Q: My SnSe gaps come from the same crystal and the same atomic positions, and still each functional gives another value. What am I looking at?

Band gaps of SnSe (Pnma, 8-atom cell, same atomic positions in every row) from Kohn–Sham DFT with SIESTA 5.4.2, without spin polarisation or spin–orbit coupling. All runs use a DZP basis with an energy shift of 0.002 Ry, a 500 Ry mesh cutoff, a 3×6×6 k mesh and Fermi–Dirac smearing of 0.05 eV; NC stands for norm-conserving.

| functional | potentials | gap on path (eV) | direct gap on path (eV) |
| --- | --- | --- | --- |
| PBE | SG15 1.2 NC or PseudoDojo by element | 0.550 | 0.742 |
| revPBE | PseudoDojo 0.4 standard NC | 0.604 | 0.727 |
| AM05 | PseudoDojo 0.4 standard NC | 0.550 | 0.686 |
| BP86 | PseudoDojo 0.4 standard NC | 0.614 | 0.757 |
| vdW-DF-C09 | PseudoDojo 0.4 standard NC | 0.580 | 0.726 |

A: "Gap on path" is the energy from the highest filled to the lowest empty state anywhere on the path through $k$ space. "Direct gap on path" is the smallest such step at a single $k$ point. Begin with the four rows that share one family of potentials, revPBE to vdW-DF-C09. BP86 gives the widest indirect gap there and AM05 the narrowest.

Q: The calculation also reports a pressure for each functional, and it is high for revPBE and BP86, which have the wider gaps. Isn't the gap simply responding to pressure?

A: In a press the gap does respond, because the atoms move closer and their orbitals overlap more, but in SnSe it is then known to narrow, not to widen. Here no atom moves from row to row. The pressure only tells how strongly each functional would like to expand this fixed cell, so it is a result beside the gap and not its cause.

Q: Could it at least serve as a marker for the gap?

A: A poor one. AM05 and vdW-DF-C09 differ by only 0.35 GPa, yet their indirect gaps on the regular $k$ mesh differ by 0.037 eV. Between vdW-DF-C09 and revPBE the pressure rises by 3.6 GPa and the gap by only 0.011 eV.

Q: You switched to the mesh. Are the differences perhaps just a matter of where the bands were sampled?

A: Partly, for the indirect gap. The mesh finds a smaller one in every row, by 0.009 to 0.038 eV, so the path misses a band edge. So the equal values of PBE and AM05 in the table mean little: on the mesh they are 0.023 eV apart. The mesh is coarse as well, and a finer one could lower the gaps further.

Sampling doesn't account for the main trend, however. The order of the four indirect gaps is the same on path and mesh. Their direct gaps, which agree on both to within 0.001 eV, still spread over 0.07 eV.

Q: Then what does a functional do to the bands when the atoms stay put?

A: It changes the exchange-correlation potential that the electrons feel. In SnSe the top of the valence band is known to be mainly Se p with some Sn s, and the bottom of the conduction band mainly Sn p. These states occupy different regions of the crystal, so a changed potential should move them by different amounts. The part of the shift that they have in common leaves the gap alone; the difference opens or closes it.

Picture a chain of identical atoms, each with one filled and one empty orbital that don't mix. Raising the empty level lifts its whole band, and every gap grows equally, whichever $k$ points it connects. SnSe follows this picture only as far as the orbital character near the band edges stays similar from one $k$ point to another.

Q: Can the numbers test that?

A: They can test the common shift. Let the valence band move by $\delta_v$ and the conduction band by $\delta_c$, each the same at all relevant $k$ points. Then the indirect gap $E_\mathrm{ind}$ and the direct gap $E_\mathrm{dir}$ both change by $\delta_c-\delta_v$, and their separation stays fixed:

$$E_\mathrm{dir}=E_\mathrm{ind}+C.$$

Fitted to the mesh gaps of the four rows, $C$ is 0.166 eV. For revPBE this gives $0.566+0.166=0.732$ eV, against a computed direct gap of 0.727 eV. That row was part of the fit and is its worst case. Stretching all gaps by one common factor does less well, as the output below shows, though four rows are a small test. The rule is also only approximate: with the indirect gaps from the path, the separation ranges from 0.123 to 0.146 eV, so not every $k$ point shifts alike.

Q: And PBE?

A: PBE breaks the rule: its direct gap lies 0.035 eV above the prediction. Compared with revPBE, its indirect gap is smaller but its direct gap is larger, which no common shift can produce. This row also uses other potentials, with the Se 3d electrons frozen into the core. Its departure therefore can't be credited to the functional, and the potentials are a suspect that only a run with matching ones could convict.

Q: So which explanation wins?

A: The change of potential at fixed atoms, for the four comparable rows. The numbers show that their gaps move nearly together; that this reflects similar orbital character is an argument from theory. Which ingredient of the functionals sets the order remains open, because exchange and correlation change together. Moreover, none of these four rows has potentials generated with its own functional, and how much this alters the differences isn't tested here.

Q: May I take the widest gap as the best one for my material?

A: No. The measured gap is roughly 0.9 eV, a recalled value, and all five results fall well short of it, as is usual for functionals without exact exchange. Coming nearest to it proves little, because spin-orbit coupling is left out and sizeable forces remain on the atoms. Once each functional relaxes the crystal in its own way, the atoms do move, and even the order of the gaps may change.

Output of the analysis:

```
Gaps in eV and pressure in GPa:
         row  mesh_gap  path_minus_mesh  direct_minus_indirect  pressure
         PBE    0.5407          0.00932                 0.2016     3.615
      revPBE     0.566          0.03797                 0.1608     6.137
        AM05    0.5181          0.03192                 0.1675     2.227
        BP86    0.5919           0.0221                  0.165     5.445
  vdW-DF-C09    0.5548          0.02516                 0.1714     2.578
Largest difference of direct gap between path and mesh, eV: 0.0004
Span of indirect mesh gap in the four PseudoDojo rows, eV: 0.07382
Span of direct gap in the same four rows, eV: 0.07126
Span of direct minus indirect gap in the same four rows, eV: 0.01061
fit of sep on 4 rows (dojo): constant 0.1662 +/- 0.0022; rms 0.00386, worst revPBE 0.00538, leave-one-out rms 0.00515
  rows outside the fit (model, value, miss): PBE 0.1662, 0.2016, -0.0354
Rms miss of direct gap if all gaps are stretched by one factor, eV: 0.01001
fit of gm on 4 rows (dojo): constant 0.5085 +/- 0.031, coefficient of p 0.01201 +/- 0.0069; rms 0.0167, worst BP86 -0.018, leave-one-out rms 0.0346
  rows outside the fit (model, value, miss): PBE 0.5519, 0.5407, 0.0112
revPBE minus vdW-DF-C09, pressure, GPa: 3.559
revPBE minus vdW-DF-C09, indirect mesh gap, eV: 0.01119
vdW-DF-C09 minus AM05, pressure, GPa: 0.3505
vdW-DF-C09 minus AM05, indirect mesh gap, eV: 0.03676
BP86 minus revPBE, pressure, GPa: -0.6919
BP86 minus revPBE, indirect mesh gap, eV: 0.02587
PBE minus AM05, indirect mesh gap, eV: 0.0226
PBE minus revPBE, indirect mesh gap, eV: -0.02535
PBE minus revPBE, direct gap, eV: 0.01548
```
